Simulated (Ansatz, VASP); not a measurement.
# AlFe in VASP and in Ansatz

```
Al Fe
1.0
     2.70140    0.00000    0.00000
     0.00000    2.70140    0.00000
     0.00000    0.00000    2.70140
Al Fe
1 1
Direct
  0.00000 0.00000 0.00000
  0.50000 0.50000 0.50000
```

Change from the starting cell: volume scaled by 0.8, PAW files.

Alike in both runs: task single point; functional PBE; k mesh 11 × 11 × 11; occupations fermi-dirac, width 0.1 eV; collinear spin.

|  | VASP | Ansatz |
| --- | --- | --- |
| version | VASP 6.6.1 | Ansatz 0.2.0 |
| potentials or method | VASP PAW PBE potentials, release 64 (Al, Fe) | PAW with Ansatz's default frozen-core files, scalar-relativistic |
| plane-wave cutoff (eV) | 520 | 420 |
| valence electrons in the cell | 11 | 19 |

|  | VASP | Ansatz | Ansatz less VASP |
| --- | --- | --- | --- |
| pressure (GPa) | 48.8 | 48.6 | -0.21 |
| net moment per atom (μB) | 0.25 | 0.26 | +0.002 |
| size of the moment on the site where the two differ most (μB) | 0.52 | 0.51 | -0.013 |

Site moments also hang on the region over which each program counts them. The two sets of potentials don't hold the same shells in valence.

Caveats: so large a pressure means that the cell lies far from this level's equilibrium, or that cutoff or potentials fall short (VASP).
